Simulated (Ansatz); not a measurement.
## A series in volume per atom on Sc

Equation of state of a cubic crystal from periodic Kohn-Sham density functional theory without spin; pressure corrected for the finite basis. The results are calculated, by Ansatz 0.2.0 development build.

Cell of the first row (space group Fd-3m, No. 227):
```
Sc
1.0
      0.0000     3.1865     3.1865
      3.1865     0.0000     3.1865
      3.1865     3.1865     0.0000
Sc
2
Direct
  0.00000 0.00000 0.00000
  0.25000 0.25000 0.25000
```

Settings of every row: formula Sc; structure type diamond; functional PBE; spin treatment none; k mesh 29x29x29; occupation method fermi-dirac; occupation width 0.061225619 eV; wave cutoff 420 eV; datasets soft-1 PAW; density cutoff ratio 4.

Limits: a cubic model structure, not a phase known at ambient conditions; no spin polarisation, a magnetic state may lie lower.

| row | volume per atom (Å³) | pressure (GPa) | energy above lowest point (meV/atom) |
| --- | --- | --- | --- |
| 1 | 32.356 | 0.651 | 3.93 |
| 2 | 33.044 | 0.4 | 1.69 |
| 3 | 33.733 | ? | ? |
| 4 | 34.421 | 0.014 | 0 |
| 5 | 35.11 | -0.143 | 0.28 |
| 6 | 35.798 | -0.286 | 1.21 |
| 7 | 36.486 | -0.418 | 2.72 |

Question: what pressure and energy above lowest point should row 3 give?

Worked fit of pressure. Take u = (V_r/V)^(2/3) − 1 with V_r = 34.766 Å³ an atom, which is twice the finite (Eulerian) strain; such expansions in the strain, on which the Birch-Murnaghan equation of state is built, carry the rest volume and the bulk modulus. The shown rows have u = 0.04906, 0.03445, 0.00667, -0.00654, -0.01931, -0.03168. Least squares give pressure = −0.0674 + 11.822 × u + 36.69 × u² + 421.6 × u³ GPa; a parabola predicts inner rows, each left out in turn, worse (root mean square 0.0086 against 0.0019 GPa). The rows lie off it by 0.000, -0.001, 0.001, 0.000, -0.001, 0.001. The pressure vanishes at u = 0.0056, or V = 34.48 Å³ an atom, and there the bulk modulus at fixed shape and fractions is B = −V dP/dV = (2/3)(1 + u) dP/du = 8.23 GPa. The withheld row has u = 0.02031, so the fit gives −0.0674 + 11.822 × (0.02031) + 36.69 × (0.02031)² + 421.6 × (0.02031)³ = 0.191 GPa.

The calculation gave 0.192 GPa. The fit lies 0.001 GPa (0.094 % of the column's range) below it, one unit of the last digit.

Worked fit of energy above lowest point. Take u = (V_r/V)^(2/3) − 1 with V_r = 34.766 Å³ an atom, which is twice the finite (Eulerian) strain; such expansions in the strain, on which the Birch-Murnaghan equation of state is built, carry the rest volume and the bulk modulus. The shown rows have u = 0.04906, 0.03445, 0.00667, -0.00654, -0.01931, -0.03168. Least squares give energy above lowest point = 0.042 − 20.78 × u + 2028.3 × u² meV/atom; a straight line predicts inner rows, each left out in turn, worse (root mean square 1.3 against 0.037 meV/atom). The rows lie off it by 0.03, -0.04, 0.01, 0.02, 0.01, -0.02. Its lowest point lies at u = 0.0051, or V = 34.5 Å³ an atom, and the curvature there gives the bulk modulus at fixed shape and fractions, B = (4/9)(1 + u)² E″(u)/V = 8.46 GPa. The withheld row has u = 0.02031, so the fit gives 0.042 − 20.78 × (0.02031) + 2028.3 × (0.02031)² = 0.46 meV/atom.

The calculation gave 0.43 meV/atom. The fit lies 0.03 meV/atom (7 % of the value, 0.76 % of the column's range) above it; its largest miss of a shown row is 0.04 meV/atom.
